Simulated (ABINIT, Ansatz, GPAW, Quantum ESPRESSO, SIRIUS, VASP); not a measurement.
Cu: programs and potentials compared

```
CELL_PARAMETERS angstrom
0.00000 1.80750 1.80750
1.80750 0.00000 1.80750
1.80750 1.80750 0.00000
ATOMIC_POSITIONS crystal
Cu 0.00000 0.00000 0.00000
```

Alike in all runs: task single point; functional PBEsol; k mesh 13 × 13 × 13; occupations fermi-dirac, width 0.05 eV; no spin polarisation; no spin-orbit coupling. Pressure is positive in compression and, in plane waves, holds the error of the finite cutoff.

| program and potentials | plane-wave cutoff (eV) | notes | pressure (GPa) |
| --- | --- | --- | --- |
| Ansatz, all-electron LAPW, scalar-relativistic | - | - | -6.59 |
| Quantum ESPRESSO, GBRV 1.5 PBEsol | 762 | 19 valence electrons an atom on average | -6.58 |
| ABINIT, PseudoDojo NC SR PBEsol v0.4.1 standard | 1252 | 19 valence electrons an atom on average | -6.96 |
| SIRIUS, PseudoDojo 0.4.1 PBEsol standard (scalar relativistic) | 1254 | 19 valence electrons an atom on average | -6.91 |
| VASP, PBE PAW files Cu, 520 eV | 520 | potentials made for PBE; 11 valence electrons an atom on average | -5.91 |
| GPAW, PAW data sets generated for this functional | 600 | 11 valence electrons an atom on average | -4.74 |

The pressure spans -6.96 (ABINIT, PseudoDojo NC SR PBEsol v0.4.1 standard) to -4.74 GPa (GPAW, PAW data sets generated for this functional), with all-electron results at -6.59.

Differences between rows come from potentials, basis sets and numerical settings, since the functional is the same but for its coding. Runs on potential files found faulty are left out.
